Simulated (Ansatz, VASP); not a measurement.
# HfC: VASP beside Ansatz

```
Hf C
1.0
     3.23618    0.00000    0.00000
    -1.61809    2.80261    0.00000
     0.00000    0.00000    2.91391
Hf C
1 1
Direct
  0.00000 0.00000 0.00000
  0.33333 0.66667 0.50000
```

Alike in both runs: functional PBE; k mesh 15 × 15 × 13; occupations fermi-dirac, width 0.1 eV; no spin polarisation.

Ansatz relaxed the structure, and its values are those at the end. VASP's run is a single point on that final structure, the one shown.

|  | VASP | Ansatz |
| --- | --- | --- |
| version | VASP 6.6.1 | Ansatz 0.2.0 |
| potentials or method | VASP PAW PBE potentials, release 64 (Hf_pv, C), cutoff 520 eV | all-electron LAPW, scalar-relativistic |

Ansatz gave:

```
pressure (GPa) : 0.0
```

Question: Which values does VASP return?

Answer: Pressure (GPa): -0.9.

Ansatz ran all-electron here, so the differences hold the error of VASP's frozen core and of both bases.

The runs have no spin-orbit coupling, so splittings on Hf are missing.
